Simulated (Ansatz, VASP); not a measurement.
# One calculation of Ag, two programs

```
Ag
1.0
     2.86706    0.00000    0.00000
    -1.43353    2.48295    0.00000
     0.00000    0.00000    4.69071
Ag
2
Cartesian
  0.0000 1.6553 1.1727
  1.4335 0.8276 3.5180
```

Alike in both runs: functional PBEsol; k mesh 18 × 18 × 10; occupations gaussian, width 0.1 eV; no spin polarisation.

Ansatz relaxed the structure, and its values are those at the end. VASP's run is a single point on that final structure, the one shown.

|  | VASP | Ansatz |
| --- | --- | --- |
| version | VASP 6.6.1 | Ansatz 0.2.0 |
| potentials or method | VASP PAW PBE potentials, release 64 (Ag) | scalar-relativistic, plane waves, PAW |
| plane-wave cutoff (eV) | 520 | 420 |
| valence electrons in the cell | 22 | 38 |

Ansatz gave:

| Quantity | Value |
| --- | --- |
| gap on the k mesh at the Fermi level (eV) | none |
| pressure (GPa) | 0.0 |

Q: Estimate VASP's values.

A: gap on the k mesh at the Fermi level (eV): none; pressure (GPa): -0.2.

A gap of «none» marks a metal or a gap that the smearing closes. The two sets of potentials don't hold the same shells in valence.

Caveats: the PAW data sets were made with another functional, which shifts forces and pressure a little (VASP).
